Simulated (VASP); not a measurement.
# GaN (Fm-3m) in VASP: single point with PBE

Aim: the single point of GaN with PBE.

Program: VASP 6.6.1. These are calculated values, not measurements. Logs are shortened: lines on timing, memory, paths and dates and some standing lists are left out, and cuts for length are marked.

**1. The structure**

The structure is cubic, space group Fm-3m (No. 225). Conventional cell: a = 4.270 Å, b = 4.270 Å, c = 4.270 Å, α = 90.00°, β = 90.00°, γ = 90.00°. Around Ga (site symmetry m-3m) lie 6 N at 2.14 Å. Around N (site symmetry m-3m) lie 6 Ga at 2.14 Å.

Measurements of this composition are mostly on another form, of space group No. 186.

**2. Single point, PBE**

INCAR reads:

```
  PREC = Accurate
  ENCUT = 520
  EDIFF = 1E-6
  ISMEAR = 0
  SIGMA = 0.02
  LREAL = False
  LASPH = True
  NELM = 80
  ALGO = Normal
  ISIF = 2
  LWAVE = False
  LCHARG = True
  GGA = PE
  LELF = True
  LVHAR = True
  NBANDS = 16
```

KPOINTS reads:

```
regular mesh
0
Gamma
  3 3 3
```

POSCAR reads:

```
GaN
1.0
    0.0000000000      2.1352350000      2.1352350000
    2.1352350000      0.0000000000      2.1352350000
    2.1352350000      2.1352350000      0.0000000000
Ga N
1 1
Direct
    0.0000000000      0.0000000000      0.0000000000
    0.5000000000      0.5000000000      0.5000000000
```

Potentials or basis: VASP PAW PBE potentials, release 64 (Ga_d, N).

Started as:

```
$ cat potpaw_PBE.64/Ga_d/POTCAR potpaw_PBE.64/N/POTCAR > POTCAR
$ mpirun -np 1 vasp_std > vasp.out
```

OUTCAR:

```text
PREC = Accurate
   ENCUT = 520
   EDIFF = 1E-6
   ISMEAR = 0
   LREAL = False
   LASPH = True
   NELM = 80
   ISIF = 2
   GGA = PE

 ion  position               nearest neighbor table
   1  0.000  0.000  0.000-   2 2.14   2 2.14   2 2.14   2 2.14   2 2.14   2 2.14
   2  0.500  0.500  0.500-   1 2.14   1 2.14   1 2.14   1 2.14   1 2.14   1 2.14

  LATTYP: Found a face centered cubic cell.
 ALAT       =     4.2704700000

  Lattice vectors:

 A1 = (   0.0000000000,   2.1352350000,   2.1352350000)
 A2 = (   2.1352350000,   0.0000000000,   2.1352350000)
 A3 = (   2.1352350000,   2.1352350000,   0.0000000000)

Analysis of symmetry for initial positions (statically):
=====================================================================
 Subroutine PRICEL returns:
 Original cell was already a primitive cell.

 Routine SETGRP: Setting up the symmetry group for a
 face centered cubic supercell.

 Subroutine GETGRP returns: Found 48 space group operations
 (whereof 48 operations were pure point group operations)
 out of a pool of 48 trial point group operations.

The static configuration has the point symmetry O_h .

Analysis of symmetry for dynamics (positions and initial velocities):
=====================================================================
 Subroutine PRICEL returns:
 Original cell was already a primitive cell.

 Routine SETGRP: Setting up the symmetry group for a
 face centered cubic supercell.

 Subroutine GETGRP returns: Found 48 space group operations
 (whereof 48 operations were pure point group operations)
 out of a pool of 48 trial point group operations.

The dynamic configuration has the point symmetry O_h .

 Subroutine INISYM returns: Found 48 space group operations
 (whereof 48 operations are pure point group operations),
 and found     1 'primitive' translations

----------------------------------------------------------------------------------------

                                     Primitive cell

  volume of cell :      19.4700

  direct lattice vectors                    reciprocal lattice vectors
     0.000000000  2.135235000  2.135235000    -0.234166263  0.234166263  0.234166263
     2.135235000  0.000000000  2.135235000     0.234166263 -0.234166263  0.234166263
     2.135235000  2.135235000  0.000000000     0.234166263  0.234166263 -0.234166263

  length of vectors
     3.019678296  3.019678296  3.019678296     0.405587864  0.405587864  0.405587864

  position of ions in fractional coordinates (direct lattice)
     0.000000000  0.000000000  0.000000000
     0.500000000  0.500000000  0.500000000

  ion indices of the primitive-cell ions
   primitive index   ion index
                 1           1
                 2           2

----------------------------------------------------------------------------------------

 KPOINTS: regular mesh

Automatic generation of k-mesh.
 Grid dimensions read from file:
 generate k-points for:    3    3    3

 Generating k-lattice:

  Cartesian coordinates                     Fractional coordinates (reciprocal lattice)
    -0.078055421  0.078055421  0.078055421     0.333333333  0.000000000  0.000000000
     0.078055421 -0.078055421  0.078055421     0.000000000  0.333333333  0.000000000
     0.078055421  0.078055421 -0.078055421     0.000000000  0.000000000  0.333333333

  Length of vectors
     0.135195955  0.135195955  0.135195955

  Shift w.r.t. Gamma in fractional coordinates (k-lattice)
     0.000000000  0.000000000  0.000000000

 Subroutine IBZKPT returns following result:
 ===========================================

 Found      4 irreducible k-points:

 Following reciprocal coordinates:
            Coordinates               Weight
  0.000000  0.000000  0.000000      1.000000
  0.333333  0.000000  0.000000      8.000000
  0.333333  0.333333  0.000000      6.000000
 -0.333333  0.333333  0.000000     12.000000
   k-points           NKPTS =      4   k-points in BZ     NKDIM =      4   number of bands    NBANDS=     16
   number of dos      NEDOS =    301   number of ions     NIONS =      2
   total plane-waves  NPLWV =  13824
   dimension x,y,z NGX =    24 NGY =   24 NGZ =   24
   dimension x,y,z NGXF=    48 NGYF=   48 NGZF=   48
   ions per type =               1   1
   NGX,Y,Z   is equivalent  to a cutoff of  13.21, 13.21, 13.21 a.u.
   NGXF,Y,Z  is equivalent  to a cutoff of  26.43, 26.43, 26.43 a.u.
 SYSTEM =  unknown system
   PREC   = accura    normal or accurate (medium, high low for compatibility)
   ISTART =      0    job   : 0-new  1-cont  2-samecut
   ICHARG =      2    charge: 1-file 2-atom 10-const
   ISPIN  =      1    spin polarized calculation?
   LNONCOLLINEAR =      F non collinear calculations
   LSORBIT =      F    spin-orbit coupling
   LASPH  =      T    aspherical Exc in radial PAW
   ENCUT  =  520.0 eV  38.22 Ry    6.18 a.u.   5.61  5.61  5.61*2*pi/ulx,y,z
   NELM   =     80;   NELMIN=  2; NELMDL= -5     # of ELM steps
   EDIFF  = 0.1E-05   stopping-criterion for ELM
   LREAL  =      F    real-space projection
   EDIFFG = 0.1E-04   stopping-criterion for IOM
   NSW    =      0    number of steps for IOM
   IBRION =     -1    ionic relax: 0-MD 1-quasi-New 2-CG
   NFREE  =      0    steps in history (QN), initial steepest desc. (CG)
   ISIF   =      2    stress and relaxation
   ISYM   =      2    0-nonsym 1-usesym 2-fastsym
   POTIM  = 0.5000    time-step for ionic-motion
   TEBEG  =    0.0;   TEEND  =   0.0 temperature during run
   PSTRESS=    0.0 pullay stress
   NELECT =      18.0000    total number of electrons
   NUPDOWN=      -1.0000    fix difference up-down
   EMIN   =  10.00;   EMAX   =-10.00  energy-range for DOS
   EFERMI =   0.00;   METHOD = LEGACY
   ISMEAR =     0;   SIGMA  =   0.02  broadening in eV -4-tet -1-fermi 0-gaus
   EFERMI_NEDOS =   21; number of points for ismear=-14 and -15
   IALGO  =     38    algorithm
   IMIX   =      4    mixing-type and parameters
     AMIX     =   0.40;   BMIX     =  1.00
     AMIX_MAG =   1.60;   BMIX_MAG =  1.00
  volume/ion in A,a.u.               =       9.74        65.70
  Fermi-wavevector in a.u.,A,eV,Ry     =   1.594814  3.013761 34.605481  2.543431
  Thomas-Fermi vector in A             =   2.692830
   LORBIT       =      0    0 simple, 1 ext, 2 COOP (PROOUT), +10 PAW based schemes
   GGA     = PE    functional components
   LHFCALC =     F    Hartree Fock is set to
   AEXX    =    0.0000 exact exchange contribution
   IVDW    =     0    specifies the selected vdW correction
   LEPSILON=     F    determine dielectric tensor
   LRPA    =     F    only Hartree local field effects (RPA)
 non-spin polarized calculation
 Gauss-broadening in eV      SIGMA  =   0.02
  energy-cutoff  :      520.00
  volume of cell :       19.47
 maximum number of plane-waves:       531
 NGX is ok and might be reduce to    24
   NGX = 11   NGY = 11   NGZ = 11

 number of electron      18.0000005 magnetization

 Free energy of the ion-electron system (eV)
  ---------------------------------------------------
  ext. energy  EPLUGINS =         0.00000000
  ---------------------------------------------------
  free energy    TOTEN  =       -10.67767647 eV

  energy without entropy =      -10.67767647  energy(sigma->0) =      -10.67767647

 E-fermi :   7.5874     XC(G=0): -12.8738

 val. band max:        7.4924828421   @ k =   0.3333   0.0000   0.0000
 cond. band min:       9.5603804402   @ k =   0.0000   0.0000   0.0000
 fundamental gap:      2.0678975981
 Fermi energy:         7.5873736262

 k-point     1 :       0.0000    0.0000    0.0000
  band No.  band energies     occupation
      1      -9.3282      2.00000
      2      -6.6114      2.00000
      3      -6.6114      2.00000
      4      -6.6114      2.00000
      5      -6.5199      2.00000
      6      -6.5199      2.00000
      7       7.2954      2.00000
      8       7.2954      2.00000
      9       7.2954      2.00000
     10       9.5604      0.00000
     11      22.0755      0.00000
     12      22.0755      0.00000
     13      22.0755      0.00000
     14      22.8862      0.00000
     15      22.8862      0.00000
     16      22.8862      0.00000

 k-point     2 :       0.3333    0.0000    0.0000
  band No.  band energies     occupation
      1      -7.4505      2.00000
      2      -6.6918      2.00000
      3      -6.6918      2.00000
      4      -6.6337      2.00000
      5      -6.4498      2.00000
      6      -6.4498      2.00000
      7       1.3054      2.00000
      8       7.4925      2.00000
      9       7.4925      2.00000
     10      12.4230      0.00000
     11      16.6538      0.00000
     12      17.4215      0.00000
     13      17.4215      0.00000
     14      22.9298      0.00000
     15      26.8190      0.00000
     16      26.8190      0.00000

 k-point     3 :       0.3333    0.3333    0.0000
  band No.  band energies     occupation
      1      -8.0010      2.00000
      2      -6.7334      2.00000
      3      -6.4444      2.00000
      4      -6.4305      2.00000
      5      -6.4305      2.00000
      6      -5.4274      2.00000
      7       2.7361      2.00000
      8       5.3749      2.00000
      9       5.3749      2.00000
     10       9.9437      0.00000
     11      16.1261      0.00000
     12      17.6962      0.00000
     13      21.0630      0.00000
     14      21.0630      0.00000
     15      31.7124      0.00000
     16      34.2499      0.00000

 k-point     4 :      -0.3333    0.3333    0.0000
  band No.  band energies     occupation
      1      -7.6261      2.00000
      2      -6.6670      2.00000
      3      -6.5963      2.00000
      4      -6.5329      2.00000
      5      -6.4122      2.00000
      6      -4.2651      2.00000
      7       1.3910      2.00000
      8       2.3650      2.00000
      9       6.2599      2.00000
     10      11.5498      0.00000
     11      16.3010      0.00000
     12      18.2038      0.00000
     13      18.8703      0.00000
     14      23.7758      0.00000
     15      28.4926      0.00000
     16      30.4674      0.00000

------------------------ aborting loop because EDIFF is reached ----------------------------------------

  FORCE on cell =-STRESS in cart. coord.  units (eV):
  Direction    XX          YY          ZZ          XY          YZ          ZX
  --------------------------------------------------------------------------------------
  -------------------------------------------------------------------------------------
  Total       -0.0274977     -0.0274977     -0.0274977     -0.0000000     -0.0000000      0.0000000
  in kB       -2.2627690     -2.2627690     -2.2627690     -0.0000000     -0.0000000      0.0000000
  external PRESSURE =      -2.2627690 kB  Pullay stress =       0.0000000 kB

 VOLUME and BASIS-vectors are now :
 -----------------------------------------------------------------------------
  energy-cutoff  :      520.00
  volume of cell :       19.47
      direct lattice vectors                 reciprocal lattice vectors
     0.000000000  2.135235000  2.135235000    -0.234166263  0.234166263  0.234166263
     2.135235000  0.000000000  2.135235000     0.234166263 -0.234166263  0.234166263
     2.135235000  2.135235000  0.000000000     0.234166263  0.234166263 -0.234166263

 POSITION                                       TOTAL-FORCE (eV/Angst)
 -----------------------------------------------------------------------------------
      0.00000      0.00000      0.00000        -0.000000      0.000000      0.000000
      2.13524      2.13524      2.13524         0.000000     -0.000000     -0.000000
 -----------------------------------------------------------------------------------
    total drift:                                0.000000     -0.000000     -0.000000

  FREE ENERGIE OF THE ION-ELECTRON SYSTEM (eV)
  ---------------------------------------------------
  free  energy   TOTEN  =       -10.6776764689 eV

  energy  without entropy=      -10.6776764689  energy(sigma->0) =      -10.67767647
```

It took 5.6 s on 1 thread of Intel Xeon Platinum 8488C (Sapphire Rapids), shared host; peak memory 0.13 GiB.

What came out:

```
Free energy            : -10.6777 eV
Pressure               : -0.2 GPa
Band gap on the k mesh : 2.07 eV, indirect (least direct gap 2.26 eV)
```

Caveat: the k mesh is coarse (spacing up to 0.85 Å⁻¹), so the values aren't converged; an odd mesh through Γ misses points on the zone boundary, where band edges often lie. PBE gaps usually lie below the measured ones, often by a third to a half.
